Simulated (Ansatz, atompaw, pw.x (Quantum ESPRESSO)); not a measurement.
# What a changed setting does to a pw.x run (fcc Hf)

Potential: PAW, atompaw 4.2.0.5, PBE; core [Kr] 4d10 4f14, reference 5s2 5p6 5d2 6s2 6p0; waves: 5s (bound): rc 2.00 bohr; 6s (bound): rc 2.20 bohr; 5p (bound): rc 2.90 bohr; 6p (bound, empty): rc 3.00 bohr; 5d (bound): rc 3.00 bohr; 5d channel at 4.35 Ry: rc 3.00 bohr; local part: troulliermartins scheme with l = 3 at 0 Ry, radius 2.75 bohr; core correction: smooth core density matched at 2.85 bohr; augmentation: besselshape compensation charge, radius 2.20 bohr; PAW radius 3.00 bohr; waves and projectors: custom rrkj gramschmidtortho.

The reference run (k-mesh 13³, cutoffs 40/400 Ry, Fermi–Dirac 0.01 Ry, mixing_beta 0.4, conv_thr 1e-9, no spin) gives 1.14 GPa at 22.681 Å³/atom, where all-electron LAPW gives -0.23 GPa. This run, with its own iteration cap, changes smearing to mp.

```
&control
  calculation='scf', prefix='x', pseudo_dir='./', outdir='./tmp', tstress=.true., disk_io='none'
/
&system
  ibrav=0, nat=1, ntyp=1, ecutwfc=40, ecutrho=400, nbnd=14,
  occupations='smearing', smearing='mp', degauss=0.01
/
&electrons
  conv_thr=1e-09, mixing_beta=0.4, electron_maxstep=60
/
ATOMIC_SPECIES
Hf 1.0 Hf.UPF
CELL_PARAMETERS angstrom
  0.00000000 2.24669474 2.24669474
  2.24669474 0.00000000 2.24669474
  2.24669474 2.24669474 0.00000000
ATOMIC_POSITIONS crystal
Hf 0.0000 0.0000 0.0000
K_POINTS automatic
13 13 13 0 0 0
```

```bash
pw.x < Hf.scf.in > Hf.scf.out
```

Problem. How does the run end?

Solution. It converges in 21 iterations; the free energy moves by +45.1 meV/atom and the pressure by -0.44 GPa. This scheme is built to cancel the term in the square of the width that Fermi–Dirac smearing leaves in the F of a metal.

```
Message from routine setup:
     using ibrav=0 with symmetry is DISCOURAGED, use correct ibrav instead
     lattice parameter (alat)  =       6.0042  a.u.
     unit-cell volume          =     153.0590 (a.u.)^3
     number of electrons       =        12.00
     number of Kohn-Sham states=           14
     kinetic-energy cutoff     =      40.0000  Ry
     charge density cutoff     =     400.0000  Ry
     scf convergence threshold =      1.0E-09
     Exchange-correlation= SLA PW PBX PBC
     number of k points=    84  Methfessel-Paxton smearing, width (Ry)=  0.0100
     iteration #  1     ecut=    40.00 Ry     beta= 0.40
     total energy              =    -695.91835421 Ry
     estimated scf accuracy    <       0.84889283 Ry
     iteration #  2     ecut=    40.00 Ry     beta= 0.40
     total energy              =    -696.11932797 Ry
     estimated scf accuracy    <       0.06483448 Ry
     iteration #  3     ecut=    40.00 Ry     beta= 0.40
     total energy              =    -696.15750095 Ry
     estimated scf accuracy    <       0.08449369 Ry
     [... 15 iterations left out ...]
     iteration # 19     ecut=    40.00 Ry     beta= 0.40
     total energy              =    -696.21112450 Ry
     estimated scf accuracy    <          1.9E-09 Ry
     iteration # 20     ecut=    40.00 Ry     beta= 0.40
     total energy              =    -696.21112449 Ry
     estimated scf accuracy    <          4.6E-09 Ry
     iteration # 21     ecut=    40.00 Ry     beta= 0.40
     the Fermi energy is    13.2409 ev
!    total energy              =    -696.21112450 Ry
     estimated scf accuracy    <          4.1E-11 Ry
     smearing contrib. (-TS)   =      -0.00006089 Ry
     The total energy is F=E-TS. E is the sum of the following terms:
     one-electron contribution =     -16.11311534 Ry
     hartree contribution      =      20.68109847 Ry
     xc contribution           =     -13.10008024 Ry
     ewald contribution        =     -77.75276395 Ry
     one-center paw contrib.   =    -609.92620255 Ry
     convergence has been achieved in  21 iterations
          total   stress  (Ry/bohr**3)                   (kbar)     P=        7.06
     Message from routine punch:
     Nothing written, as per user request (disk_io='none')
```

The run took about 28 s on one core of a shared host (AMD EPYC 7R43 64-Core Processor, 256 threads, 1004 GiB, load 102).
